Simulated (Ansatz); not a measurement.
The system is NaCl.

```
CELL_PARAMETERS angstrom
0.00000 2.79406 2.79406
2.79406 0.00000 2.79406
2.79406 2.79406 0.00000
ATOMIC_POSITIONS crystal
Cl 0.50000 0.50000 0.50000
Na 0.00000 0.00000 0.00000
```

The cell is a database's computed one.

Base run:

```yaml
Program: Ansatz 0.2.0
Functional: PBEsol
Potentials_or_basis: all-electron PAW datasets made for the crystal
Cutoff: 180 eV
Density_cutoff: 720 eV
k_mesh: 6 × 6 × 6
Occupations: fermi-dirac, width 0.05 eV
Spin: no spin polarisation
```

Its results: band gap on the k mesh 5.04 eV, direct; pressure 0.2 GPa.

Question: The run is repeated on the same cell with these changes: functional from PBEsol to PBE. What comes out?

Answer: Band gap on the k mesh 5.22 eV, direct; pressure 1.6 GPa.

PBE binds less tightly than PBEsol, so the same cell stands under more pressure.

A k mesh can miss the band edges.

Not every run made on this cell is shown here.
